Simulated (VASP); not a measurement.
The system is TiO2.

```
CELL_PARAMETERS angstrom
4.59984 0.00000 0.00000
0.00000 4.59984 0.00000
0.00000 0.00000 2.95921
ATOMIC_POSITIONS crystal
Ti 0.00000 0.00000 0.50000
Ti 0.50000 0.50000 0.00000
O 0.30432 0.30432 0.50000
O 0.19568 0.80432 0.00000
O 0.80432 0.19568 0.00000
O 0.69568 0.69568 0.50000
```

The cell is a database's computed one.

Base run:

* Program: VASP 6.6.1
* Functional: PBE
* Potentials or basis: VASP PAW PBE potentials, release 64 (Ti, O)
* Cutoff: 500 eV
* k mesh: 6 × 6 × 9
* Occupations: fermi-dirac, width 0.05 eV
* Spin: no spin polarisation

Its results: band gap on the k mesh 1.70 eV, direct; pressure 7.0 GPa; largest force 0.101 eV/Å.

**Question.** After a change of settings the same cell gave: band gap on the k mesh 1.81 eV, direct; pressure 5.6 GPa; largest force 0.043 eV/Å. Which change was it?
A. potentials or basis from VASP PAW PBE potentials, release 64 (Ti, O) to VASP PAW PBE potentials, release 64 (Ti_sv_GW, O_GW); cutoff from 500 eV to 600 eV; further incar settings from ALGO = Normal; EDIFF = 1e-06; NBANDS = 25 to ALGO = Fast; EDIFF = 1e-06; valence electrons from 32 to 48
B. potentials or basis from VASP PAW PBE potentials, release 64 (Ti, O) to VASP PAW PBE potentials, release 64 (Ti_sv_GW, O_GW); cutoff from 500 eV to 550 eV; further incar settings from ALGO = Normal; EDIFF = 1e-06; NBANDS = 25 to ALGO = Normal; EDIFF = 1e-07; NBANDS = 33; valence electrons from 32 to 48
C. potentials or basis from VASP PAW PBE potentials, release 64 (Ti, O) to VASP PAW PBE potentials, release 64 (Ti_pv, O); cutoff from 500 eV to 520 eV; further incar settings from ALGO = Normal; EDIFF = 1e-06; NBANDS = 25 to ALGO = Normal; EDIFF = 1e-06; valence electrons from 32 to 44

**Answer.** C.
